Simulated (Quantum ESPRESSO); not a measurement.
# AlN (P6_3mc) in Quantum ESPRESSO: a series of runs

The runs below take AlN through dielectric tensor, with PBE, LDA.

All numbers are computed with Quantum ESPRESSO 7.5; they aren't measurements. Logs are shortened: lines on timing, memory, paths and dates and some standing lists are left out, and cuts for length are marked.

**1. The structure**

Symmetry: P6_3mc, No. 186, hexagonal system. Conventional cell: a = 3.113 Å, b = 3.113 Å, c = 4.981 Å, α = 90.00°, β = 90.00°, γ = 120.00°. Around Al (site symmetry 3m) lie 4 N at 1.89 Å. Around N (site symmetry 3m) lie 4 Al at 1.89 Å.

**2. Dielectric tensor, PBE**

File pw.in:

```
&CONTROL
  calculation = 'scf'
  prefix = 'pwscf'
  outdir = './tmp'
  pseudo_dir = './pseudo'
  tprnfor = .true.
  tstress = .true.
  disk_io = 'low'
/
&SYSTEM
  ibrav = 0
  celldm(1) = 8
  nat = 4
  ntyp = 2
  ecutwfc = 84
  nbnd = 14
  occupations = 'smearing'
  smearing = 'fd'
  degauss = 0.00146997
/
&ELECTRONS
  conv_thr = 8d-10
  electron_maxstep = 120
  mixing_beta = 0.5
/
ATOMIC_SPECIES
Al    26.9815 Al.upf
N     14.0070 N.upf
CELL_PARAMETERS alat
  0.7353396782450   0.0000000000000   0.0000000000000
 -0.3676698391225   0.6368228417753   0.0000000000000
  0.0000000000000   0.0000000000000   1.1765907283451
ATOMIC_POSITIONS crystal
Al     0.3333333333    0.6666666667    0.0000000000
Al     0.6666666667    0.3333333333    0.5000000000
N      0.3333333333    0.6666666667    0.3800000000
N      0.6666666667    0.3333333333    0.8800000000
K_POINTS automatic
8 8 5 0 0 1
```

File scf2.in:

```
&CONTROL
  calculation = 'scf'
  prefix = 'pwscf'
  outdir = './tmp'
  pseudo_dir = './pseudo'
  tprnfor = .true.
  tstress = .true.
  disk_io = 'low'
/
&SYSTEM
  ibrav = 0
  celldm(1) = 8
  nat = 4
  ntyp = 2
  ecutwfc = 84
  nbnd = 14
  occupations = 'fixed'
/
&ELECTRONS
  conv_thr = 1d-13
  electron_maxstep = 120
  mixing_beta = 0.5
  startingpot = 'file'
  startingwfc = 'file'
/
ATOMIC_SPECIES
Al    26.9815 Al.upf
N     14.0070 N.upf
CELL_PARAMETERS alat
  0.7353396782450   0.0000000000000   0.0000000000000
 -0.3676698391225   0.6368228417753   0.0000000000000
  0.0000000000000   0.0000000000000   1.1765907283451
ATOMIC_POSITIONS crystal
Al     0.3333333333    0.6666666667    0.0000000000
Al     0.6666666667    0.3333333333    0.5000000000
N      0.3333333333    0.6666666667    0.3800000000
N      0.6666666667    0.3333333333    0.8800000000
K_POINTS automatic
8 8 5 0 0 1
```

File ph.in:

```
dielectric of AlN
&INPUTPH
  prefix = 'pwscf'
  outdir = './tmp'
  tr2_ph = 1d-18
  fildyn = 'dyn'
  niter_ph = 90
  alpha_mix(1) = 0.7
  epsil = .true.
  trans = .false.
  zeu = .true.
/
0.0000000000 0.0000000000 0.0000000000
```

Potentials or basis: PseudoDojo 0.4.1 SR PBE standard.

The run is started by

```console
$ OMP_NUM_THREADS=1 pw.x -in pw.in > pw.out
$ OMP_NUM_THREADS=1 pw.x -in scf2.in > scf2.out
$ OMP_NUM_THREADS=1 ph.x -in ph.in > ph.out
```

pw.out:

```text
This program is part of the open-source Quantum ESPRESSO suite
     for quantum simulation of materials; please cite
[... 9 lines left out ...]
     --------------------
     sticks:   dense  smooth     PW     G-vecs:    dense   smooth      PW
     Sum         805     805    241                29383    29383    4685

     Using Slab Decomposition

     bravais-lattice index     =            0
     lattice parameter (alat)  =       8.0000  a.u.
     unit-cell volume          =     282.0993 (a.u.)^3
     number of atoms/cell      =            4
     number of atomic types    =            2
     number of electrons       =        16.00
     number of Kohn-Sham states=           14
     kinetic-energy cutoff     =      84.0000  Ry
     charge density cutoff     =     336.0000  Ry
     scf convergence threshold =      8.0E-10
     mixing beta               =       0.5000
     number of iterations used =            8  plain     mixing
     Exchange-correlation= PBE
                           (   1   4   3   4   0   0   0)

     celldm(1)=   8.000000  celldm(2)=   0.000000  celldm(3)=   0.000000
     celldm(4)=   0.000000  celldm(5)=   0.000000  celldm(6)=   0.000000

     crystal axes: (cart. coord. in units of alat)
               a(1) = (   0.735340   0.000000   0.000000 )
               a(2) = (  -0.367670   0.636823   0.000000 )
               a(3) = (   0.000000   0.000000   1.176591 )

     reciprocal axes: (cart. coord. in units 2 pi/alat)
               b(1) = (  1.359916  0.785148 -0.000000 )
               b(2) = (  0.000000  1.570295  0.000000 )
               b(3) = (  0.000000 -0.000000  0.849913 )

     PseudoPot. # 1 for Al read from file:
     Al.upf
     Pseudo is Norm-conserving + core correction, Zval =  3.0
     Generated using ONCVPSP code by D. R. Hamann
     Using radial grid of 1876 points,  6 beta functions with:
                l(1) =   0
                l(2) =   0
                l(3) =   1
                l(4) =   1
                l(5) =   2
                l(6) =   2

     PseudoPot. # 2 for N  read from file:
     N.upf
     Pseudo is Norm-conserving + core correction, Zval =  5.0
     Generated using ONCVPSP code by D. R. Hamann
     Using radial grid of 1058 points,  4 beta functions with:
                l(1) =   0
                l(2) =   0
                l(3) =   1
                l(4) =   1

     atomic species   valence    mass     pseudopotential
     Al                3.00    26.98150     Al( 1.00)
     N                 5.00    14.00700     N ( 1.00)

     12 Sym. Ops. (no inversion) found ( 6 have fractional translation)

   Cartesian axes

     site n.     atom                  positions (alat units)
         1        Al     tau(   1) = (  -0.0000000   0.4245486   0.0000000  )
         2        Al     tau(   2) = (   0.3676698   0.2122743   0.5882954  )
         3        N      tau(   3) = (  -0.0000000   0.4245486   0.4471045  )
         4        N      tau(   4) = (   0.3676698   0.2122743   1.0353998  )

     number of k points=    30  Fermi-Dirac smearing, width (Ry)=  0.0015
                       cart. coord. in units 2pi/alat
        k(    1) = (   0.0000000   0.0000000   0.0849913), wk =   0.0125000
        k(    2) = (   0.0000000   0.0000000   0.2549740), wk =   0.0125000
        k(    3) = (   0.0000000   0.0000000  -0.4249566), wk =   0.0062500
        k(    4) = (   0.0000000   0.1962869   0.0849913), wk =   0.0750000
        k(    5) = (   0.0000000   0.1962869   0.2549740), wk =   0.0750000
        k(    6) = (   0.0000000   0.1962869  -0.4249566), wk =   0.0375000
[... 22 lines left out ...]
        k(   29) = (   0.3399789   0.7851477   0.2549740), wk =   0.0750000
        k(   30) = (   0.3399789   0.7851477  -0.4249566), wk =   0.0375000

     Dense  grid:    29383 G-vectors     FFT dimensions: (  36,  36,  60)

     Initial potential from superposition of free atoms

     starting charge      15.9951, renormalised to      16.0000
     Starting wfcs are   16 randomized atomic wfcs

     Self-consistent Calculation

     iteration #  1     ecut=    84.00 Ry     beta= 0.50
     Davidson diagonalization with overlap
     ethr =  1.00E-02,  avg # of iterations =  3.9

     total energy              =     -50.82025102 Ry
     estimated scf accuracy    <       1.20295341 Ry

     iteration #  2     ecut=    84.00 Ry     beta= 0.50
     Davidson diagonalization with overlap
     ethr =  7.52E-03,  avg # of iterations =  2.0
[... 64 lines left out ...]
     total energy              =     -51.17715863 Ry
     estimated scf accuracy    <          8.0E-09 Ry

     iteration # 12     ecut=    84.00 Ry     beta= 0.50
     Davidson diagonalization with overlap
     ethr =  2.38E-11,  avg # of iterations =  2.0

     End of self-consistent calculation

          k = 0.0000 0.0000 0.0850 (  3675 PWs)   bands (ev):

    -8.0002  -5.9661   1.2689   6.2900   6.2900   6.8742   6.9093   6.9093
    11.5201  13.8081  17.6311  18.2813  18.2813  19.9217

          k = 0.0000 0.0000 0.2550 (  3682 PWs)   bands (ev):

    -7.7004  -6.4802   2.2459   5.5061   6.4030   6.4030   6.7858   6.7858
    12.5701  13.9087  17.2967  18.2871  18.2871  18.5096
[... 43 lines left out ...]
    -6.3171  -5.6049   1.8557   2.6024   4.5025   5.4216   6.1979   6.2028
    12.4745  13.3890  16.1334  17.1032  18.4618  19.1805

          k = 0.0000 0.5889-0.4250 (  3670 PWs)   bands (ev):

    -5.9713  -5.9713   2.0425   2.0425   5.6298   5.6298   5.7888   5.7888
    12.7937  12.7937  16.6352  16.6352  18.8171  18.8171

          k = 0.0000-0.7851 0.0850 (  3660 PWs)   bands (ev):

    -6.0566  -5.3942   1.6249   2.8258   3.9290   5.0726   5.4853   6.4046
    12.7224  12.9767  15.6161  17.1877  18.1619  19.3501

          k = 0.0000-0.7851 0.2550 (  3660 PWs)   bands (ev):

    -5.9181  -5.5034   1.4089   2.1005   4.8115   5.2885   6.0094   6.1031
    12.1130  13.0035  16.2939  16.8296  18.5122  19.0141

          k = 0.0000-0.7851-0.4250 (  3676 PWs)   bands (ev):

    -5.7020  -5.7020   1.5354   1.5354   5.6702   5.6702   5.7562   5.7562
    12.4423  12.4423  16.4230  16.4230  18.9146  18.9146

          k = 0.1700 0.2944 0.0850 (  3674 PWs)   bands (ev):

    -7.4317  -5.6566   1.9120   4.5312   4.6083   5.8322   6.5451   6.7872
    13.2187  15.3618  15.7693  16.1733  18.6422  19.2012

          k = 0.1700 0.2944 0.2550 (  3681 PWs)   bands (ev):
[... 61 lines left out ...]
    -5.6461  -5.4532   2.0998   2.5248   3.2056   4.3153   5.6150   6.0626
    13.1990  14.8274  15.5946  16.0369  18.6523  18.8345

          k = 0.3400 0.7851-0.4250 (  3658 PWs)   bands (ev):

    -5.5353  -5.5353   2.1090   2.1090   3.6410   3.6410   6.2875   6.2875
    13.9995  13.9995  15.6072  15.6072  18.7495  18.7495

     the Fermi energy is     9.5010 ev

!    total energy              =     -51.17715863 Ry
     estimated scf accuracy    <          2.7E-10 Ry
     smearing contrib. (-TS)   =       0.00000000 Ry
     internal energy E=F+TS    =     -51.17715863 Ry

     The total energy is F=E-TS. E is the sum of the following terms:
     one-electron contribution =      -2.07189157 Ry
     hartree contribution      =      11.37786766 Ry
     xc contribution           =     -16.99668643 Ry
     ewald contribution        =     -43.48644828 Ry

     convergence has been achieved in  12 iterations

     Forces acting on atoms (cartesian axes, Ry/au):

     atom    1 type  1   force =     0.00000000   -0.00000000   -0.00508132
     atom    2 type  1   force =    -0.00000000    0.00000000   -0.00508132
     atom    3 type  2   force =     0.00000000    0.00000000    0.00508132
     atom    4 type  2   force =     0.00000000   -0.00000000    0.00508132

     Total force =     0.010163     Total SCF correction =     0.000000

     Computing stress (Cartesian axis) and pressure

          total   stress  (Ry/bohr**3)                   (kbar)     P=       33.52
   0.00019070   0.00000000   0.00000000           28.05        0.00        0.00
  -0.00000000   0.00019070   0.00000000           -0.00       28.05        0.00
   0.00000000   0.00000000   0.00030230            0.00        0.00       44.47

=------------------------------------------------------------------------------=
   JOB DONE.
=------------------------------------------------------------------------------=
```

scf2.out:

```text
This program is part of the open-source Quantum ESPRESSO suite
     for quantum simulation of materials; please cite
[... 9 lines left out ...]
     --------------------
     sticks:   dense  smooth     PW     G-vecs:    dense   smooth      PW
     Sum         805     805    241                29383    29383    4685
[... 323 lines left out ...]
   0.00019083  -0.00000000   0.00000000           28.07       -0.00        0.00
  -0.00000000   0.00019083   0.00000000           -0.00       28.07        0.00
   0.00000000   0.00000000   0.00030244            0.00        0.00       44.49

=------------------------------------------------------------------------------=
   JOB DONE.
=------------------------------------------------------------------------------=
```

ph.out:

```text
This program is part of the open-source Quantum ESPRESSO suite
     for quantum simulation of materials; please cite
         "P. Giannozzi et al., J. Phys.:Condens. Matter 21 395502 (2009);
         "P. Giannozzi et al., J. Phys.:Condens. Matter 29 465901 (2017);
         "P. Giannozzi et al., J. Chem. Phys. 152 154105 (2020);
     in publications or presentations arising from this work. More details at

     IMPORTANT: XC functional enforced from input :
[... 217 lines left out ...]
      E*z (        0.00000        0.00000       -2.65871 )

     INITIALIZATION:

     DIELECTRIC CONSTANT AND EFFECTIVE CHARGES:

      Additional routines

=------------------------------------------------------------------------------=
   JOB DONE.
=------------------------------------------------------------------------------=
```

It took 2.8 min on 1 thread of AMD EPYC 7R43 (Zen 3), shared host; peak memory 0.08 GiB.

Results:

| Quantity | Value |
| --- | --- |
| Free energy | -696.3007 eV |
| Pressure | 3.4 GPa |
| Largest force | 0.131 eV/Å |
| Electronic dielectric tensor (diagonal) | 4.41, 4.41, 4.60 |
| Born charges (mean of the diagonal) | Al +2.56; N -2.56 e |

Forces in eV/Å, atoms in the order of the input:
```
Al   0.000  0.000 -0.131
Al   0.000  0.000 -0.131
N    0.000  0.000  0.131
N    0.000  0.000  0.131
```

Electronic dielectric tensor:
```
4.41 0.00 0.00
0.00 4.41 0.00
0.00 0.00 4.60
```

Born effective charge tensors (e):
atom 1, Al
```
2.50 0.00 0.00
0.00 2.50 0.00
0.00 0.00 2.66
```
atom 2, Al
```
2.50 0.00 0.00
0.00 2.50 0.00
0.00 0.00 2.66
```
atom 3, N
```
-2.51  0.00  0.00
 0.00 -2.51  0.00
 0.00  0.00 -2.66
```
atom 4, N
```
-2.51  0.00  0.00
 0.00 -2.51  0.00
 0.00  0.00 -2.66
```

Caveat: the cell is more than 3 GPa from zero pressure, which shifts response properties.

(Part 1 of 3 ends here.)
